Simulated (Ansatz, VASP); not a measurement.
## LiF in VASP and in Ansatz

File INCAR:

```
SYSTEM = LiF
ALGO = Normal
EDIFF = 1E-6
ENCUT = 520
GGA = CA
ISIF = 2
ISMEAR = 0
LASPH = .TRUE.
LCHARG = .TRUE.
LELF = .TRUE.
LREAL = .FALSE.
LVHAR = .TRUE.
LWAVE = .FALSE.
NBANDS = 12
NELM = 60
PREC = Accurate
SIGMA = 0.05
```

Contents of KPOINTS:

```
k-points
0
G
  10 10 10
  0 0 0
```

POSCAR

```
LiF
1.0
    2.5083423400      0.0000000000      0.0000000000
    0.0000000000      2.5083423400      0.0000000000
    0.0000000000      0.0000000000      2.5595330000
Li F
1 1
Direct
    0.0000000000      0.0000000000      0.0000000000
    0.5000000000      0.5000000000      0.5000000000
```

Input for Ansatz:

```yaml
crystal:
  lattice:
    - [2.50834234, 0.0, 0.0]
    - [0.0, 2.50834234, 0.0]
    - [0.0, 0.0, 2.559533]
  atoms:
    - { symbol: Li, position: [0.0, 0.0, 0.0] }
    - { symbol: F, position: [0.5, 0.5, 0.5] }
basis:
  ecutwfc: 420
kpoints:
  mp_grid: { grid: [10, 10, 10] }
hamiltonian:
  xc: lda
scf:
  occupations: { method: gaussian, width: 0.05 }
output:
  forces: true
  stress: true
  eigenvalues: true
```

Change from the starting cell: strain -0.0200 x Voigt [1, 1, 0, 0, 0, 0], atoms carried along.

Alike in both runs: task single point; functional LDA; k mesh 10 × 10 × 10; occupations gaussian, width 0.05 eV; no spin polarisation.

|  | VASP | Ansatz |
| --- | --- | --- |
| version | VASP 6.6.1 | Ansatz 0.2.0 |
| potentials or method | VASP PAW LDA potentials, release 64 (Li_sv, F) | scalar-relativistic, plane waves, PAW |
| plane-wave cutoff (eV) | 520 | 420 |
| valence electrons in the cell | 10 | 10 |

```tsv
	VASP	Ansatz	Ansatz less VASP
gap on the k mesh at the Fermi level (eV)	7.59	7.59	+0.004
least direct gap on the mesh (eV)	8.29	8.29	+0.001
```

 A k mesh can miss the band edges.
